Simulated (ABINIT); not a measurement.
Crystal: RbCl.

```xyz
2
Lattice="0.0000 3.2740 3.2740 3.2740 0.0000 3.2740 3.2740 3.2740 0.0000" Properties=species:S:1:pos:R:3 pbc="T T T"
Rb    0.0000    0.0000    0.0000
Cl    3.2740    3.2740    3.2740
```

Program: ABINIT 10.8.3 (patched build). Alike in all runs: no spin polarisation; cell as given.

Q: Order these runs on this cell by their band gap on the k mesh, lowest first.
A. level r2SCAN; potentials or basis JTH PAW PBE v2.0; k mesh 7 × 7 × 7; cutoff (eV) 816; smearing fermi-dirac 0.05 eV; fine-grid cutoff 1414.99 eV
B. level TB-mBJ; potentials or basis JTH PAW LDA v2.0; k mesh 7 × 7 × 7; cutoff (eV) 816; smearing fermi-dirac 0.05 eV; fine-grid cutoff 1414.99 eV
C. level LDA; potentials or basis JTH PAW LDA v2.0; k mesh 7 × 7 × 7; cutoff (eV) 680; smearing fermi-dirac 0.05 eV; fine-grid cutoff 1278.94 eV
D. level PBEsol; potentials or basis PseudoDojo NC SR PBEsol v0.4.1 standard; k mesh 7 × 7 × 7; cutoff (eV) 789; smearing fermi-dirac 0.05 eV
E. level PBE0; potentials or basis SPMS NC PBE v1.0; k mesh 6 × 6 × 6; cutoff (eV) 490; smearing fixed; most SCF steps 60

A: C (4.58 eV), D (4.89 eV), A (5.65 eV), E (7.06 eV), B (8.51 eV).

Caveats: the constant c of TB-mBJ comes from the pseudo density here, which moves gaps by up to 0.3 eV between sets of potentials (some runs).

Runs at the PBE level aren't shown here.
